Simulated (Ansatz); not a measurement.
# NaCl, space group Pm-3m: a calculation of the elastic constants

Run with Ansatz 0.2.0, Python API.

`nacl.xyz`
```text
2
Lattice="2.86 0.0 0.0 0.0 2.86 0.0 0.0 0.0 2.86" Properties=species:S:1:pos:R:3 pbc="T T T"
Na    0.00000000    0.00000000    0.00000000
Cl    1.43000000    1.43000000    1.43000000
```

Script `nacl.py`:
```python
"""Stiffness tensor and moduli of NaCl."""

from dataclasses import replace
import warnings

import ansatz as az
import numpy as np

warnings.simplefilter("ignore", az.DeckWarning)

xtal = az.Crystal.from_extxyz("nacl.xyz")

calculation = (
    xtal.calculation()
    .functional("pbe")
    .basis(28 * az.Ry)
    .accuracy("low")
    .occupations(az.OccupationsMethod.FIXED)
    .eigensolver("davidson")
    .scf(tolerance=1e-07, extra_bands=12, lower_state_search="off")
    .kpoints(8, 8, 8)
)
# relax, then strain
rest = calculation.relax(cell=True).run().lattice
relaxed = az.Crystal(lattice=az.Lattice.of(rest.cell_ang))
for site in rest.sites:
    relaxed = relaxed.atom(site.symbol, site.position_frac)
calculation = replace(calculation, crystal=relaxed)
print("relaxed volume {:.3f} A^3".format(abs(np.linalg.det(rest.cell_ang))))
done = calculation.elastic("clamped-ion").run()
elastic = done.elastic

print(np.array2string(np.round(elastic.c_gpa, 1) + 0.0, suppress_small=True))
print("Voigt stress of the unstrained cell (GPa, tension positive):", np.round(elastic.sigma0_gpa, 3) + 0.0)
print("smallest eigenvalue of C:", round(elastic.stability.min_eigenvalue_gpa, 1), "GPa; stable:", elastic.stability.stable)
# averaged moduli need a positive definite tensor
if elastic.stability.min_eigenvalue_gpa > 0:
    m = elastic.moduli
    anisotropy = 5 * m.g_voigt_gpa / m.g_reuss_gpa + m.k_voigt_gpa / m.k_reuss_gpa - 6
    print(f"Voigt K {m.k_voigt_gpa:.1f} G {m.g_voigt_gpa:.1f}; Reuss K {m.k_reuss_gpa:.1f} G {m.g_reuss_gpa:.1f}; universal anisotropy index {anisotropy:.3f}")
```

Running `python nacl.py` prints:
```text
relaxed volume 43.084 A^3
[[76.3  0.7  0.7  0.   0.   0. ]
 [ 0.7 76.3  0.7  0.   0.   0. ]
 [ 0.7  0.7 76.3  0.   0.   0. ]
 [ 0.   0.   0.  -2.7  0.   0. ]
 [ 0.   0.   0.   0.  -2.7  0. ]
 [ 0.   0.   0.   0.   0.  -2.7]]
Voigt stress of the unstrained cell (GPa, tension positive): [-0.026 -0.026 -0.026  0.     0.     0.   ]
smallest eigenvalue of C: -2.7 GPa; stable: False
```

Notes:
- The settings weren't tested for convergence.
- The cutoff lies under the one recommended for these potentials.
- Under the recommended cutoff a pressure can be off by several GPa, even in sign.
- The program warned that this SCF threshold is loose for forces or stresses.
- A cell that swells this much on relaxing started as a compressed, perhaps high-pressure structure.
- The structure is a deposited one; some such entries were measured under pressure or heat, so a shift against it needn't be the functional's error alone.
- The constants belong to the cell that was strained; where it wasn't relaxed first it may be under stress.
- The script silences the warnings on its input, which a real study should read.
- Finished in 24 s on 1 thread of Arm Neoverse V2, on a shared host, peak memory 0.41 GiB.

(A comment or docstring line of the script was reworded after the run, the code is as it ran.)
